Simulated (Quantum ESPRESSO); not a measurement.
# AlPt (Pm-3m) in Quantum ESPRESSO: further runs

The runs below take AlPt through band structure, single point, equation of state, with PBEsol, LDA.

All numbers are computed with Quantum ESPRESSO 7.5; they aren't measurements. Logs are shortened: lines on timing, memory, paths and dates and some standing lists are left out, and cuts for length are marked.

## Step 1: The crystal as given

It takes space group Pm-3m (No. 221, cubic). The conventional cell has a = 3.092 Å, b = 3.092 Å, c = 3.092 Å, α = 90.00°, β = 90.00°, γ = 90.00°. Around Pt (site symmetry m-3m) lie 8 Al at 2.68 Å. Al (site symmetry m-3m) has 8 Pt at 2.68 Å as nearest neighbours.

Measurements of this composition are mostly on another form, of space group No. 198.

## Step 2: Band structure, PBEsol

File pw.in:

```
&CONTROL
  calculation = 'scf'
  prefix = 'pwscf'
  outdir = './tmp'
  pseudo_dir = './pseudo'
  tprnfor = .true.
  tstress = .true.
  disk_io = 'low'
/
&SYSTEM
  ibrav = 0
  nat = 2
  ntyp = 2
  ecutwfc = 45
  ecutrho = 360
  nbnd = 16
  occupations = 'smearing'
  smearing = 'fd'
  degauss = 0.00367493
/
&ELECTRONS
  conv_thr = 4d-10
  electron_maxstep = 120
  mixing_beta = 0.5
/
ATOMIC_SPECIES
Pt   195.0840 pt_pbesol_v1.4.uspp.F.UPF
Al    26.9815 al_pbesol_v1.uspp.F.UPF
CELL_PARAMETERS angstrom
   3.0915460000    0.0000000000    0.0000000000
   0.0000000000    3.0915460000    0.0000000000
   0.0000000000    0.0000000000    3.0915460000
ATOMIC_POSITIONS crystal
Pt     0.5000000000    0.5000000000    0.5000000000
Al     0.0000000000    0.0000000000    0.0000000000
K_POINTS automatic
9 9 9 0 0 0
```

File bands.in:

```
&CONTROL
  calculation = 'bands'
  prefix = 'pwscf'
  outdir = './tmp'
  pseudo_dir = './pseudo'
  disk_io = 'low'
  verbosity = 'high'
/
&SYSTEM
  ibrav = 0
  nat = 2
  ntyp = 2
  ecutwfc = 45
  ecutrho = 360
  nbnd = 16
  occupations = 'smearing'
  smearing = 'fd'
  degauss = 0.00367493
/
&ELECTRONS
  conv_thr = 1d-08
  electron_maxstep = 120
  mixing_beta = 0.5
  diago_full_acc = .true.
  startingwfc = 'random'
/
ATOMIC_SPECIES
Pt   195.0840 pt_pbesol_v1.4.uspp.F.UPF
Al    26.9815 al_pbesol_v1.uspp.F.UPF
CELL_PARAMETERS angstrom
   3.0915460000    0.0000000000    0.0000000000
   0.0000000000    3.0915460000    0.0000000000
   0.0000000000    0.0000000000    3.0915460000
ATOMIC_POSITIONS crystal
Pt     0.5000000000    0.5000000000    0.5000000000
Al     0.0000000000    0.0000000000    0.0000000000
K_POINTS crystal
60
 0.0000000000  0.0000000000  0.0000000000 1
 0.0000000000  0.0714285714  0.0000000000 1
 0.0000000000  0.1428571429  0.0000000000 1
 0.0000000000  0.2142857143  0.0000000000 1
 0.0000000000  0.2857142857  0.0000000000 1
 0.0000000000  0.3571428571  0.0000000000 1
 0.0000000000  0.4285714286  0.0000000000 1
 0.0000000000  0.5000000000  0.0000000000 1
 0.0714285714  0.5000000000  0.0000000000 1
 0.1428571429  0.5000000000  0.0000000000 1
 0.2142857143  0.5000000000  0.0000000000 1
 0.2857142857  0.5000000000  0.0000000000 1
 0.3571428571  0.5000000000  0.0000000000 1
 0.4285714286  0.5000000000  0.0000000000 1
 0.5000000000  0.5000000000  0.0000000000 1
 0.4545454545  0.4545454545  0.0000000000 1
 0.4090909091  0.4090909091  0.0000000000 1
 0.3636363636  0.3636363636  0.0000000000 1
 0.3181818182  0.3181818182  0.0000000000 1
 0.2727272727  0.2727272727  0.0000000000 1
 0.2272727273  0.2272727273  0.0000000000 1
 0.1818181818  0.1818181818  0.0000000000 1
 0.1363636364  0.1363636364  0.0000000000 1
 0.0909090909  0.0909090909  0.0000000000 1
 0.0454545455  0.0454545455  0.0000000000 1
 0.0000000000  0.0000000000  0.0000000000 1
 0.0357142857  0.0357142857  0.0357142857 1
 0.0714285714  0.0714285714  0.0714285714 1
 0.1071428571  0.1071428571  0.1071428571 1
 0.1428571429  0.1428571429  0.1428571429 1
 0.1785714286  0.1785714286  0.1785714286 1
 0.2142857143  0.2142857143  0.2142857143 1
 0.2500000000  0.2500000000  0.2500000000 1
 0.2857142857  0.2857142857  0.2857142857 1
 0.3214285714  0.3214285714  0.3214285714 1
 0.3571428571  0.3571428571  0.3571428571 1
 0.3928571429  0.3928571429  0.3928571429 1
 0.4285714286  0.4285714286  0.4285714286 1
 0.4642857143  0.4642857143  0.4642857143 1
 0.5000000000  0.5000000000  0.5000000000 1
 0.4545454545  0.5000000000  0.4545454545 1
 0.4090909091  0.5000000000  0.4090909091 1
 0.3636363636  0.5000000000  0.3636363636 1
 0.3181818182  0.5000000000  0.3181818182 1
 0.2727272727  0.5000000000  0.2727272727 1
 0.2272727273  0.5000000000  0.2272727273 1
 0.1818181818  0.5000000000  0.1818181818 1
 0.1363636364  0.5000000000  0.1363636364 1
 0.0909090909  0.5000000000  0.0909090909 1
 0.0454545455  0.5000000000  0.0454545455 1
 0.0000000000  0.5000000000  0.0000000000 1
 0.5000000000  0.5000000000  0.0000000000 1
 0.5000000000  0.5000000000  0.0625000000 1
 0.5000000000  0.5000000000  0.1250000000 1
 0.5000000000  0.5000000000  0.1875000000 1
 0.5000000000  0.5000000000  0.2500000000 1
 0.5000000000  0.5000000000  0.3125000000 1
 0.5000000000  0.5000000000  0.3750000000 1
 0.5000000000  0.5000000000  0.4375000000 1
 0.5000000000  0.5000000000  0.5000000000 1
```

Potentials or basis: GBRV 1.5 PBEsol.

On the command line:

```sh
> OMP_NUM_THREADS=1 mpirun -n 2 pw.x -nk 2 -in pw.in > pw.out
> OMP_NUM_THREADS=1 mpirun -n 2 pw.x -nk 2 -in bands.in > bands.out
```

pw.out:

```text
This program is part of the open-source Quantum ESPRESSO suite
     for quantum simulation of materials; please cite
         "P. Giannozzi et al., J. Phys.:Condens. Matter 21 395502 (2009);
         "P. Giannozzi et al., J. Phys.:Condens. Matter 29 465901 (2017);
         "P. Giannozzi et al., J. Chem. Phys. 152 154105 (2020);
     in publications or presentations arising from this work. More details at

     Message from routine setup:
     using ibrav=0 with symmetry is DISCOURAGED, use correct ibrav instead

     K-points division:     npool     =       2
     Subspace diagonalization in iterative solution of the eigenvalue problem:
     a serial algorithm will be used

     G-vector sticks info
     --------------------
     sticks:   dense  smooth     PW     G-vecs:    dense   smooth      PW
     Sum         973     489    149                22983     8217    1419

     Using Slab Decomposition

     bravais-lattice index     =            0
     lattice parameter (alat)  =       5.8422  a.u.
     unit-cell volume          =     199.3994 (a.u.)^3
     number of atoms/cell      =            2
     number of atomic types    =            2
     number of electrons       =        19.00
     number of Kohn-Sham states=           16
     kinetic-energy cutoff     =      45.0000  Ry
     charge density cutoff     =     360.0000  Ry
     scf convergence threshold =      4.0E-10
     mixing beta               =       0.5000
     number of iterations used =            8  plain     mixing
     Exchange-correlation= SLA  PW   PSX  PSC
                           (   1   4  10   8   0   0   0)

     celldm(1)=   5.842175  celldm(2)=   0.000000  celldm(3)=   0.000000
     celldm(4)=   0.000000  celldm(5)=   0.000000  celldm(6)=   0.000000

     crystal axes: (cart. coord. in units of alat)
               a(1) = (   1.000000   0.000000   0.000000 )
               a(2) = (   0.000000   1.000000   0.000000 )
               a(3) = (   0.000000   0.000000   1.000000 )

     reciprocal axes: (cart. coord. in units 2 pi/alat)
               b(1) = (  1.000000  0.000000  0.000000 )
               b(2) = (  0.000000  1.000000  0.000000 )
               b(3) = (  0.000000  0.000000  1.000000 )

     PseudoPot. # 1 for Pt read from file:
     pt_pbesol_v1.4.uspp.F.UPF
     Pseudo is Ultrasoft + core correction, Zval = 16.0
     Generated by new atomic code, or converted to UPF format
     Using radial grid of  985 points,  6 beta functions with:
                l(1) =   0
                l(2) =   0
                l(3) =   1
                l(4) =   1
                l(5) =   2
                l(6) =   2
     Q(r) pseudized with  8 coefficients,  rinner =    1.300   1.300   1.300
                                                       1.300   1.300

     PseudoPot. # 2 for Al read from file:
     al_pbesol_v1.uspp.F.UPF
     Pseudo is Ultrasoft + core correction, Zval =  3.0
     Generated by new atomic code, or converted to UPF format
     Using radial grid of  893 points,  3 beta functions with:
                l(1) =   0
                l(2) =   1
                l(3) =   2
     Q(r) pseudized with  8 coefficients,  rinner =    0.900   0.900   0.900
                                                       0.900   0.900

     atomic species   valence    mass     pseudopotential
     Pt               16.00   195.08400     Pt( 1.00)
     Al                3.00    26.98150     Al( 1.00)

     48 Sym. Ops., with inversion, found

   Cartesian axes

     site n.     atom                  positions (alat units)
         1        Pt     tau(   1) = (   0.5000000   0.5000000   0.5000000  )
         2        Al     tau(   2) = (   0.0000000   0.0000000   0.0000000  )

     number of k points=    35  Fermi-Dirac smearing, width (Ry)=  0.0037
                       cart. coord. in units 2pi/alat
        k(    1) = (   0.0000000   0.0000000   0.0000000), wk =   0.0027435
        k(    2) = (   0.0000000   0.0000000   0.1111111), wk =   0.0164609
[... 54 lines left out ...]
     ethr =  2.42E-11,  avg # of iterations =  1.2

     negative rho (up, down):  1.767E-01 0.000E+00

     End of self-consistent calculation

          k = 0.0000 0.0000 0.0000 (  1021 PWs)   bands (ev):

   -36.8031 -36.8031 -36.8031   4.7629  10.7661  10.7661  13.7238  13.7238
    13.7238  20.1784  20.1784  20.1784  25.4047  25.4047  25.7367  34.0558

          k = 0.0000 0.0000 0.1111 (  1013 PWs)   bands (ev):

   -36.8120 -36.8024 -36.8024   4.9890  10.8275  10.8415  13.5099  13.5099
    13.7455  18.9777  20.5825  20.5825  24.9942  25.6359  27.1517  32.9274

          k = 0.0000 0.0000 0.2222 (  1005 PWs)   bands (ev):

   -36.8345 -36.8005 -36.8005   5.6455  10.9285  10.9896  13.0401  13.0401
    13.8014  17.0955  21.6219  21.6219  24.0682  25.8852  30.0833  30.8050

          k = 0.0000 0.0000 0.3333 (  1028 PWs)   bands (ev):

   -36.8600 -36.7985 -36.7985   6.6639  10.5983  11.1867  12.5906  12.5906
    13.8658  15.8387  23.0160  23.0160  23.1443  26.2741  28.6990  28.6990

          k = 0.0000 0.0000 0.4444 (  1024 PWs)   bands (ev):

   -36.8766 -36.7971 -36.7971   7.8651   9.6437  11.3240  12.3309  12.3309
    13.9086  15.4517  22.5891  24.5131  24.5131  26.8066  26.8619  26.8619

          k = 0.0000 0.1111 0.1111 (  1007 PWs)   bands (ev):

   -36.8114 -36.8111 -36.8016   5.2128  10.8881  10.9267  13.2695  13.4839
    13.5898  19.3191  19.3646  20.9770  25.0074  26.5525  27.5577  31.7275

          k = 0.0000 0.1111 0.2222 (  1018 PWs)   bands (ev):

   -36.8337 -36.8094 -36.7998   5.8616  10.9773  11.0984  12.7864  13.0649
    13.6143  17.4176  20.2311  21.9952  24.3736  27.0725  29.6282  30.1427

          k = 0.0000 0.1111 0.3333 (  1019 PWs)   bands (ev):

   -36.8592 -36.8072 -36.7977   6.8661  10.6115  11.2863  12.4902  12.6260
    13.6848  16.0269  21.3353  23.3653  23.6092  27.4130  27.6946  28.6092

          k = 0.0000 0.1111 0.4444 (  1023 PWs)   bands (ev):

   -36.8758 -36.8058 -36.7964   8.0707   9.6208  11.4352  12.3702  12.3845
    13.7328  15.4792  22.2478  23.2939  24.8953  25.7193  26.7763  28.3700
[... 101 lines left out ...]
          k = 0.2222 0.3333 0.4444 (  1012 PWs)   bands (ev):

   -36.8679 -36.8501 -36.8230   9.1472  10.6298  10.9766  12.2575  13.2337
    14.4362  16.2136  19.3512  20.4631  22.3906  24.0934  26.4398  30.1522

          k = 0.2222 0.4444 0.4444 (  1017 PWs)   bands (ev):

   -36.8663 -36.8662 -36.8216   9.1658  10.8200  10.9532  12.1243  14.4538
    14.8869  16.1423  18.0377  19.0587  22.8429  25.1111  25.6384  28.2771

          k = 0.3333 0.3333 0.3333 (  1009 PWs)   bands (ev):

   -36.8499 -36.8490 -36.8490   9.1207  10.7241  10.7241  13.1934  13.3255
    13.3255  18.8277  18.9833  18.9833  22.4019  24.3028  24.3028  29.4187

          k = 0.3333 0.3333 0.4444 (  1015 PWs)   bands (ev):

   -36.8654 -36.8480 -36.8475   9.4372  10.4467  10.5252  13.3792  13.3931
    14.9520  16.9360  18.7746  20.2701  21.8590  22.6661  24.8652  27.6757

          k = 0.3333 0.4444 0.4444 (  1022 PWs)   bands (ev):

   -36.8639 -36.8638 -36.8462   9.5581  10.2927  10.3390  13.4777  14.6426
    15.7277  17.3304  17.8612  18.7569  22.2769  23.0562  23.8510  25.5235

          k = 0.4444 0.4444 0.4444 (  1016 PWs)   bands (ev):

   -36.8623 -36.8622 -36.8622   9.8332  10.0201  10.0201  14.7065  14.7065
    16.7297  17.2469  18.3654  18.3654  21.6237  22.5384  22.5384  23.4875

     the Fermi energy is    16.2949 ev

!    total energy              =    -217.35284396 Ry
     estimated scf accuracy    <          5.1E-12 Ry
     smearing contrib. (-TS)   =      -0.00052622 Ry
     internal energy E=F+TS    =    -217.35231775 Ry

     The total energy is F=E-TS. E is the sum of the following terms:
     one-electron contribution =     -54.93162402 Ry
     hartree contribution      =      40.49177705 Ry
     xc contribution           =     -61.03557545 Ry
     ewald contribution        =    -141.87689532 Ry

     convergence has been achieved in  10 iterations

     negative rho (up, down):  1.767E-01 0.000E+00

     Forces acting on atoms (cartesian axes, Ry/au):

     atom    1 type  1   force =     0.00000000    0.00000000    0.00000000
     atom    2 type  2   force =     0.00000000    0.00000000    0.00000000

     Total force =     0.000000     Total SCF correction =     0.000000

     Computing stress (Cartesian axis) and pressure

     negative rho (up, down):  1.767E-01 0.000E+00
          total   stress  (Ry/bohr**3)                   (kbar)     P=      -62.34
  -0.00042377   0.00000000   0.00000000          -62.34        0.00        0.00
   0.00000000  -0.00042377   0.00000000            0.00      -62.34        0.00
   0.00000000   0.00000000  -0.00042377            0.00        0.00      -62.34

=------------------------------------------------------------------------------=
   JOB DONE.
=------------------------------------------------------------------------------=
```

Run time: 9.5 s. Hardware: 2 MPI ranks of Arm Neoverse V2, shared host; peak memory 0.18 GiB.

Results:

```
Free energy            : -2957.2361 eV
Pressure               : -6.2 GPa
Band gap on the k mesh : none (metal or under the smearing width)
```

Levels at the corners of the path, in eV from the Fermi level:
| point | band 5 | band 6 | band 7 | band 8 | band 9 | band 10 | band 11 | band 12 | band 13 | band 14 |
| --- | --- | --- | --- | --- | --- | --- | --- | --- | --- | --- |
| Γ | -5.53 | -5.53 | -2.57 | -2.57 | -2.57 | 3.88 | 3.88 | 3.88 | 9.11 | 9.11 |
| X | -6.98 | -4.95 | -4.00 | -4.00 | -2.38 | -0.87 | 6.22 | 8.64 | 8.64 | 10.11 |
| M | -5.48 | -3.64 | -3.64 | -3.07 | -3.07 | -1.35 | 1.02 | 3.38 | 8.40 | 12.16 |
| Γ | -5.53 | -5.53 | -2.57 | -2.57 | -2.57 | 3.88 | 3.88 | 3.88 | 9.11 | 9.11 |
| R | -6.37 | -6.37 | -1.28 | -1.28 | 0.62 | 1.85 | 1.85 | 1.85 | 4.80 | 6.03 |
| X | -6.98 | -4.95 | -4.00 | -4.00 | -2.38 | -0.87 | 6.22 | 8.64 | 8.64 | 10.11 |
| M | -5.48 | -3.64 | -3.64 | -3.07 | -3.07 | -1.35 | 1.02 | 3.38 | 8.40 | 12.16 |
| R | -6.37 | -6.37 | -1.28 | -1.28 | 0.62 | 1.85 | 1.85 | 1.85 | 4.80 | 6.03 |

Caveat: spin-orbit coupling is left out, which moves the levels of the heavy elements.

## Step 3: Single point, LDA, 13.89 Å³/atom

pw.in: that of step 2 with these lines changed.

```diff
@@ -7,3 +7,3 @@
   tstress = .true.
-  disk_io = 'low'
+  disk_io = 'nowf'
 /
@@ -26,8 +26,8 @@
 ATOMIC_SPECIES
-Pt   195.0840 pt_pbesol_v1.4.uspp.F.UPF
-Al    26.9815 al_pbesol_v1.uspp.F.UPF
+Pt   195.0840 pt_lda_v1.4.uspp.F.UPF
+Al    26.9815 al_lda_v1.uspp.F.UPF
 CELL_PARAMETERS angstrom
-   3.0915460000    0.0000000000    0.0000000000
-   0.0000000000    3.0915460000    0.0000000000
-   0.0000000000    0.0000000000    3.0915460000
+   3.0284355161    0.0000000000    0.0000000000
+   0.0000000000    3.0284355161    0.0000000000
+   0.0000000000    0.0000000000    3.0284355161
 ATOMIC_POSITIONS crystal
```

Potentials or basis: GBRV 1.5 LDA.

On the command line:

```sh
> OMP_NUM_THREADS=1 mpirun -n 2 pw.x -nk 2 -in pw.in > pw.out
```

It took 4.3 s on 2 MPI ranks of Arm Neoverse V2, shared host; peak memory 0.18 GiB.

It converged, with:

| Item | Value |
| --- | --- |
| Free energy | -2960.4333 eV |
| Pressure | 1.8 GPa |
| Band gap on the k mesh | none (metal or under the smearing width) |

## Step 4: Single point, LDA, 14.18 Å³/atom

pw.in: that of step 3 with these lines changed.

```diff
@@ -29,5 +29,5 @@
 CELL_PARAMETERS angstrom
-   3.0284355161    0.0000000000    0.0000000000
-   0.0000000000    3.0284355161    0.0000000000
-   0.0000000000    0.0000000000    3.0284355161
+   3.0497632294    0.0000000000    0.0000000000
+   0.0000000000    3.0497632294    0.0000000000
+   0.0000000000    0.0000000000    3.0497632294
 ATOMIC_POSITIONS crystal
```

On the command line:

```sh
> OMP_NUM_THREADS=1 mpirun -n 2 pw.x -nk 2 -in pw.in > pw.out
```

Run time: 4.4 s. Hardware: 2 MPI ranks of Arm Neoverse V2, shared host; peak memory 0.18 GiB.

The run converged. Its results:

```yaml
Free_energy: -2960.4329 eV
Pressure: -2.6 GPa
Band_gap_on_the_k_mesh: none (metal or under the smearing width)
```

## Step 5: Single point, LDA, 14.48 Å³/atom

pw.in: that of step 4 with these lines changed.

```diff
@@ -29,5 +29,5 @@
 CELL_PARAMETERS angstrom
-   3.0497632294    0.0000000000    0.0000000000
-   0.0000000000    3.0497632294    0.0000000000
-   0.0000000000    0.0000000000    3.0497632294
+   3.0707967439    0.0000000000    0.0000000000
+   0.0000000000    3.0707967439    0.0000000000
+   0.0000000000    0.0000000000    3.0707967439
 ATOMIC_POSITIONS crystal
```

On the command line:

```sh
> OMP_NUM_THREADS=1 mpirun -n 2 pw.x -nk 2 -in pw.in > pw.out
```

Wall time 4.4 s (2 MPI ranks of Arm Neoverse V2, shared host); peak memory 0.18 GiB.

The run converged. Its results:

```yaml
Free_energy: -2960.4170 eV
Pressure: -6.6 GPa
Band_gap_on_the_k_mesh: none (metal or under the smearing width)
```

## Step 6: Single point, LDA, 14.77 Å³/atom

pw.in: that of step 5 with these lines changed.

```diff
@@ -29,5 +29,5 @@
 CELL_PARAMETERS angstrom
-   3.0707967439    0.0000000000    0.0000000000
-   0.0000000000    3.0707967439    0.0000000000
-   0.0000000000    0.0000000000    3.0707967439
+   3.0915460000    0.0000000000    0.0000000000
+   0.0000000000    3.0915460000    0.0000000000
+   0.0000000000    0.0000000000    3.0915460000
 ATOMIC_POSITIONS crystal
```

Potentials or basis: GBRV 1.5 LDA.

On the command line:

```sh
> OMP_NUM_THREADS=1 mpirun -n 2 pw.x -nk 2 -in pw.in > pw.out
```

It took 4.5 s on 2 MPI ranks of Arm Neoverse V2, shared host; peak memory 0.18 GiB.

The run converged. Its results:

```
Free energy            : -2960.3871 eV
Pressure               : -10.1 GPa
Band gap on the k mesh : none (metal or under the smearing width)
```

## Step 7: Single point, LDA, 15.07 Å³/atom

pw.in: that of step 6 with these lines changed.

```diff
@@ -29,5 +29,5 @@
 CELL_PARAMETERS angstrom
-   3.0915460000    0.0000000000    0.0000000000
-   0.0000000000    3.0915460000    0.0000000000
-   0.0000000000    0.0000000000    3.0915460000
+   3.1120204112    0.0000000000    0.0000000000
+   0.0000000000    3.1120204112    0.0000000000
+   0.0000000000    0.0000000000    3.1120204112
 ATOMIC_POSITIONS crystal
```

On the command line:

```sh
> OMP_NUM_THREADS=1 mpirun -n 2 pw.x -nk 2 -in pw.in > pw.out
```

It took 4.6 s on 2 MPI ranks of Arm Neoverse V2, shared host; peak memory 0.18 GiB.

It converged, with:

| Quantity | Value |
| --- | --- |
| Free energy | -2960.3450 eV |
| Pressure | -13.3 GPa |
| Band gap on the k mesh | none (metal or under the smearing width) |

## Step 8: Single point, LDA, 15.36 Å³/atom

pw.in: that of step 7 with these lines changed.

```diff
@@ -29,5 +29,5 @@
 CELL_PARAMETERS angstrom
-   3.1120204112    0.0000000000    0.0000000000
-   0.0000000000    3.1120204112    0.0000000000
-   0.0000000000    0.0000000000    3.1120204112
+   3.1322289022    0.0000000000    0.0000000000
+   0.0000000000    3.1322289022    0.0000000000
+   0.0000000000    0.0000000000    3.1322289022
 ATOMIC_POSITIONS crystal
```

On the command line:

```sh
> OMP_NUM_THREADS=1 mpirun -n 2 pw.x -nk 2 -in pw.in > pw.out
```

Run time: 4.6 s. Hardware: 2 MPI ranks of Arm Neoverse V2, shared host; peak memory 0.18 GiB.

Results (log left out):

* Free energy: -2960.2920 eV
* Pressure: -16.0 GPa
* Band gap on the k mesh: none (metal or under the smearing width)

## Step 9: Single point, LDA, 15.66 Å³/atom

pw.in: that of step 8 with these lines changed.

```diff
@@ -29,5 +29,5 @@
 CELL_PARAMETERS angstrom
-   3.1322289022    0.0000000000    0.0000000000
-   0.0000000000    3.1322289022    0.0000000000
-   0.0000000000    0.0000000000    3.1322289022
+   3.1521799427    0.0000000000    0.0000000000
+   0.0000000000    3.1521799427    0.0000000000
+   0.0000000000    0.0000000000    3.1521799427
 ATOMIC_POSITIONS crystal
```

Potentials or basis: GBRV 1.5 LDA.

On the command line:

```sh
> OMP_NUM_THREADS=1 mpirun -n 2 pw.x -nk 2 -in pw.in > pw.out
```

It took 4.6 s on 2 MPI ranks of Arm Neoverse V2, shared host; peak memory 0.18 GiB.

Results (log left out):

* Free energy: -2960.2295 eV
* Pressure: -18.4 GPa
* Band gap on the k mesh: none (metal or under the smearing width)

## Step 10: Equation of state, LDA

No new run: the results of the series are fitted here.

What came out:

```
Equilibrium volume                      : 14.03 Å³/atom
Bulk modulus                            : 214 GPa
Pressure derivative of the bulk modulus : 4.8
```

Energy against volume, from the lowest point:
| volume (Å³/atom) | energy (meV/atom) |
| --- | --- |
| 13.888 | 0.00 |
| 14.183 | 0.20 |
| 14.478 | 8.19 |
| 14.774 | 23.13 |
| 15.069 | 44.17 |
| 15.365 | 70.65 |
| 15.660 | 101.93 |
